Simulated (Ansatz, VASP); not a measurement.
## Si: VASP beside Ansatz

```
Si
1.0
    -1.53415    1.53415    1.53415
     1.53415   -1.53415    1.53415
     1.53415    1.53415   -1.53415
Si
1
Direct
  0.00000 0.00000 0.00000
```

Alike in both runs: functional PBEsol; k mesh 17 × 17 × 17; occupations fermi-dirac, width 0.08 eV; no spin polarisation.

Ansatz relaxed the structure, and its values are those at the end. VASP's run is a single point on that final structure, the one shown.

|  | VASP | Ansatz |
| --- | --- | --- |
| version | VASP 6.6.1 | Ansatz 0.2.0 |
| potentials or method | VASP PAW PBE potentials, release 64 (Si), cutoff 520 eV | all-electron LAPW, scalar-relativistic |

```tsv
	VASP	Ansatz	Ansatz less VASP
pressure (GPa)	-1.1	-1.2	-0.11
```

Ansatz ran all-electron here, so the differences hold the error of VASP's frozen core and of both bases.

Caveats: the PAW data sets were made with another functional, which shifts forces and pressure a little (VASP).
